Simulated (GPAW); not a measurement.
GaN:

```
Ga N
1.0
     3.18000    0.00000    0.00000
    -1.59000    2.75396    0.00000
     0.00000    0.00000    5.16600
Ga N
2 2
Cartesian
  1.5900 0.9180 2.5830
  0.0000 1.8360 0.0000
  1.5900 0.9180 4.5203
  0.0000 1.8360 1.9373
```

```yaml
Program: GPAW 26.7.0
Task: relaxation of cell and atoms
Functional: mBEEF
Potentials_or_basis: GPAW PAW data sets (gpaw-data 1.2.1)
Cutoff: 800 eV
Basis: pw
k_mesh: 7 × 7 × 4
Occupations: fermi-dirac, width 0.05 eV
Spin: no spin polarisation
```

At the start: pressure 8.0 GPa; volume 11.31 Å³/atom.

**Question.** How do energy, volume and symmetry change on relaxing?

**Answer.** Over 5 steps the energy falls by 12.1 meV/atom and the volume is 11.73 Å³/atom (+3.7 %); space group P6_3mc (No. 186, to 0.05 Å).

The path:
| step | energy change (eV) | largest force (eV/Å) | pressure (GPa) | volume (Å³) |
| --- | --- | --- | --- | --- |
| 1 | 0.0000 | 0.2201 | 8.05 | 45.24 |
| 2 | -0.0155 | 0.1105 | 6.58 | 45.52 |
| 3 | -0.0453 | 0.1249 | 1.25 | 46.62 |
| 4 | -0.0474 | 0.0952 | 0.39 | 46.81 |
| 5 | -0.0483 | 0.0295 | -0.08 | 46.91 |

Final structure:
```xyz
4
Lattice="3.2177 0.0000 0.0000 -1.6088 2.7866 0.0000 0.0000 0.0000 5.2322" Properties=species:S:1:pos:R:3 pbc="T T T"
Ga    1.6088    0.9289    2.6100
Ga    0.0000    1.8577   -0.0067
N     1.6088    0.9289    4.5863
N     0.0000    1.8577    1.9672
```

Caveat: the data sets keep Ga 3d, Li 1s and Be 1s frozen, and some such compounds lay over 1.5 % in volume off other programs; later steps reuse the first step's grids; the PAW data sets were made with another functional, which shifts forces and pressure a little.
